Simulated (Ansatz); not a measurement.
# SnO2: where the heat goes in a short trajectory

Level of theory: DFT PBE, scalar-relativistic, plane waves, PAW in Ansatz 0.2.0. Cutoff 420 eV, shifted (0.5, 0.5, 0.5 steps) 2×2×2 k-points, Fermi–Dirac smearing of 0.039 eV. The mesh is coarse. No spin polarisation.

18 atoms start on the lattice sites below (V = 248.4 Å³, 1.01 times the source cell's; static pressure 4.07 GPa, largest force component 0.01 eV/Å) with velocities drawn for 450 K; Nosé–Hoover thermostat aiming at the same temperature, fixed cell, 54 steps of 2 fs.

```
CELL_PARAMETERS angstrom
-4.01343 -4.01343 0.00000
-2.00671 -2.00671 5.14070
-8.02685 4.01343 0.00000
ATOMIC_POSITIONS crystal
Sn 0.08333 0.50000 0.83333
Sn 0.75000 0.50000 0.50000
Sn 0.41667 0.50000 0.16667
Sn 0.66667 0.00000 0.66667
Sn 0.33333 0.00000 0.33333
Sn 0.00000 0.00000 0.00000
O 0.87014 0.59305 0.66667
O 0.53681 0.59305 0.33333
O 0.20348 0.59305 0.00000
O 0.87986 0.90695 0.83333
O 0.54652 0.90695 0.50000
O 0.21319 0.90695 0.16667
O 0.46319 0.40695 0.66667
O 0.12986 0.40695 0.33333
O 0.79652 0.40695 0.00000
O 0.28681 0.09305 0.83333
O 0.95348 0.09305 0.50000
O 0.62014 0.09305 0.16667
```

| t (fs) | T (K) | kinetic energy (meV/atom) | potential energy over the first frame (meV/atom) | P with the kinetic part (GPa) |
| --- | --- | --- | --- | --- |
| 0.0 | 450 | 54.9 | 0.0 | 4.52 |
| 6.0 | 371 | 45.3 | 9.7 | 4.42 |
| 12.0 | 238 | 29.1 | 26.2 | 4.45 |
| 18.0 | 191 | 23.3 | 32.0 | 4.25 |
| 24.0 | 218 | 26.6 | 28.8 | 3.92 |
| 30.0 | 226 | 27.5 | 28.3 | 3.88 |
| 36.0 | 196 | 24.0 | 32.3 | 4.22 |
| 42.0 | 181 | 22.1 | 34.6 | 4.66 |
| 48.0 | 186 | 22.7 | 34.7 | 4.96 |
| 54.0 | 180 | 22.0 | 36.0 | 5.01 |
| 60.0 | 184 | 22.4 | 36.3 | 4.73 |
| 66.0 | 226 | 27.5 | 32.2 | 4.09 |
| 72.0 | 271 | 33.0 | 27.9 | 3.36 |
| 78.0 | 270 | 33.0 | 29.3 | 2.91 |
| 84.0 | 236 | 28.8 | 34.9 | 2.87 |
| 90.0 | 195 | 23.8 | 41.0 | 3.19 |
| 96.0 | 172 | 21.0 | 44.7 | 3.70 |
| 102.0 | 215 | 26.2 | 40.4 | 4.16 |
| 108.0 | 313 | 38.2 | 29.6 | 4.45 |

T counts 3N − 3 degrees of freedom. Means over every step of the second half, not only the rows shown: T = 224 K, kinetic energy 27.3 meV/atom, potential energy 35.5 meV/atom, P = 3.78 GPa.

Does the potential energy follow equipartition for harmonic vibrations?

In a harmonic crystal each vibration holds as much potential as kinetic energy on average, here 27.3 meV/atom. The run has 35.5, a ratio of 1.30. All modes start in phase at zero potential energy, and slow ones that pass their first turning point in this window can alone give an excess; anharmonic motion or disorder setting in would add to it. So short a run gives a rough mean. T is still well under the temperature that the thermostat aims for.

Split the rise of pressure into the kinetic part and the rest. Can a thermal Grüneisen parameter be estimated?

The program counts the kinetic part as N k_B T/V = 0.22 GPa. The pressure lies -0.29 GPa over the static one in all, so the forces add -0.52 GPa. For a harmonic mode with ω ∝ V^(−γ) and an amplitude that scales with the cell, the forces add (2γ − 2/3)U/V, which needs no equipartition; when U equals the kinetic energy K, this and the kinetic part 2K/(3V) sum to the Mie–Grüneisen γE_th/V. With U = N × 35.5 meV, γ = 1/3 + V ΔP_forces/(2U) = -0.29, for harmonic vibrations a mean over the modes weighted by their potential energy, for uniform scaling of the cell (in a layered or otherwise anisotropic crystal this differs from γ under hydrostatic pressure). Most solids fall between 1 and 3, and tetrahedral, framework and layered ones often lower; anharmonic motion and pressure swings in a cell of 18 atoms make this value uncertain by tenths or more. The mean pressure differs by 0.3 GPa between the two halves of this window, worth 0.4 in γ, so slow motion isn't averaged out and the value is a rough guess.

Cost: 1 run of about 7.1 core-minutes (earlier runs that led there not counted), on Arm Neoverse V1 (shared hosts).